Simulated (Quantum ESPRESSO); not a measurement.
Yb under changes of volume

One of the cells (41.281 Å³/atom); the others are scaled copies at fixed shape and fractional positions:

```xyz
1
Lattice="0.0000 2.7431 2.7431 2.7431 0.0000 2.7431 2.7431 2.7431 0.0000" Properties=species:S:1:pos:R:3 pbc="T T T"
Yb    0.0000    0.0000    0.0000
```

- Program: Quantum ESPRESSO 7.5
- Functional: PBEsol
- Potentials or basis: SSSP 1.3 efficiency PBE
- Cutoff: 748 eV
- Density cutoff: 5987 eV
- k mesh: 8 × 8 × 8
- Occupations: fermi-dirac, width 0.05 eV
- Spin: collinear spin, ferromagnetic start
- Starting moments: [1.0] μB

```tsv
volume (Å³/atom)	energy over the lowest point (meV/atom)	pressure (GPa)
38.805	0.00	-3.5
39.630	18.77	-3.7
40.456	38.50	-3.8
41.281	?	?
42.107	80.27	-4.2
42.933	102.12	-4.4
43.758	124.50	-4.3
```

Problem. What does the run at 41.281 Å³/atom give?

Solution. Energy over the lowest point 59.02 meV/atom; pressure -4.0 GPa.

Worked out: A Birch-Murnaghan fit of order 3 (a polynomial in V^(-2/3)) to the other rows has no minimum within the range. It gives 59.01 meV/atom at 41.281 Å³/atom, against the run's 59.02, and -dE/dV = -4.1 GPa, against -4.0.

Energies are extrapolated to zero smearing.

Caveats: the potentials were made for another functional, which shifts forces and pressure.
